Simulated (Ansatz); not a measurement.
LaScO3 (Pnma) from a database of computed structures, relaxed with r2SCAN. Space group Pnma (No. 62), orthorhombic; conventional cell a = 5.796 Å, b = 8.096 Å, c = 5.678 Å, 13.32 Å³ an atom. Around La lie 8 O at 2.39–2.89 Å; around Sc lie 6 O at 2.10–2.11 Å; around O lie 2 Sc at 2.11 Å and 2 La at 2.39–2.53 Å; around O lie 2 Sc at 2.10–2.11 Å and 3 La at 2.42–2.89 Å.

```
CELL_PARAMETERS angstrom
5.79590 0.00000 0.00000
0.00000 8.09609 0.00000
0.00000 0.00000 5.67838
ATOMIC_POSITIONS crystal
La 0.95609 0.25000 0.01092
La 0.54391 0.75000 0.51092
La 0.45609 0.25000 0.48908
La 0.04391 0.75000 0.98908
Sc 0.50000 0.00000 0.00000
Sc 0.00000 0.00000 0.50000
Sc 0.00000 0.50000 0.50000
Sc 0.50000 0.50000 0.00000
O 0.53215 0.25000 0.90202
O 0.96785 0.75000 0.40202
O 0.03215 0.25000 0.59798
O 0.46785 0.75000 0.09798
O 0.29583 0.94787 0.70429
O 0.20417 0.05213 0.20429
O 0.79583 0.55213 0.79571
O 0.70417 0.44787 0.29571
O 0.70417 0.05213 0.29571
O 0.79583 0.94787 0.79571
O 0.20417 0.44787 0.20429
O 0.29583 0.55213 0.70429
```

4 runs of Ansatz on this cell differ in the functional (and in the settings that go with it). Levels are in eV from each run's valence top; v1 is the last filled band, c1 the first empty one.

Run A, mean stress -1.1 GPa (compression positive):

| point | v4 | v3 | v2 | v1 | c1 | c2 |
| --- | --- | --- | --- | --- | --- | --- |
| Γ | -0.26 | -0.15 | -0.02 | 0.00 | 6.61 | 6.78 |
| X | -0.46 | -0.46 | -0.10 | -0.10 | 7.32 | 7.32 |
| S | -0.27 | -0.27 | -0.27 | -0.27 | 7.32 | 7.32 |
| Y | -0.25 | -0.25 | -0.19 | -0.19 | 7.02 | 7.02 |

Run B, mean stress +2.4 GPa (compression positive):

| point | v4 | v3 | v2 | v1 | c1 | c2 |
| --- | --- | --- | --- | --- | --- | --- |
| Γ | -0.24 | -0.15 | -0.02 | 0.00 | 3.93 | 4.21 |
| X | -0.43 | -0.43 | -0.10 | -0.10 | 4.47 | 4.47 |
| S | -0.26 | -0.26 | -0.26 | -0.26 | 4.57 | 4.57 |
| Y | -0.23 | -0.23 | -0.17 | -0.17 | 4.24 | 4.24 |

Run C, mean stress 0.0 GPa (compression positive):

| point | v4 | v3 | v2 | v1 | c1 | c2 |
| --- | --- | --- | --- | --- | --- | --- |
| Γ | -0.22 | -0.15 | -0.03 | 0.00 | 4.50 | 4.76 |
| X | -0.43 | -0.43 | -0.09 | -0.09 | 5.07 | 5.07 |
| S | -0.25 | -0.25 | -0.25 | -0.25 | 5.16 | 5.16 |
| Y | -0.23 | -0.23 | -0.17 | -0.17 | 4.82 | 4.82 |

Run D, mean stress -1.1 GPa (compression positive):

| point | v4 | v3 | v2 | v1 | c1 | c2 |
| --- | --- | --- | --- | --- | --- | --- |
| Γ | -0.25 | -0.15 | -0.02 | 0.00 | 5.85 | 6.02 |
| X | -0.46 | -0.46 | -0.10 | -0.10 | 6.56 | 6.56 |
| S | -0.26 | -0.26 | -0.26 | -0.26 | 6.55 | 6.55 |
| Y | -0.25 | -0.25 | -0.19 | -0.19 | 6.25 | 6.25 |

Question: Match the runs to PBE, r2SCAN, HSE06, PBE0.

Answer: A is PBE0, B is PBE, C is r2SCAN, D is HSE06. In order of the gap: PBE 3.93, r2SCAN 4.50, HSE06 5.85, PBE0 6.61 eV. The stress vanishes for r2SCAN, which relaxed the cell.

The values are computed, spin-unpolarised, and not measurements.

The runs are scalar-relativistic, without spin-orbit coupling.

The program warns that its thresholds are loose for a hybrid's stress.

The meshes of the hybrids are coarse, so their gaps aren't converged to the digits shown.
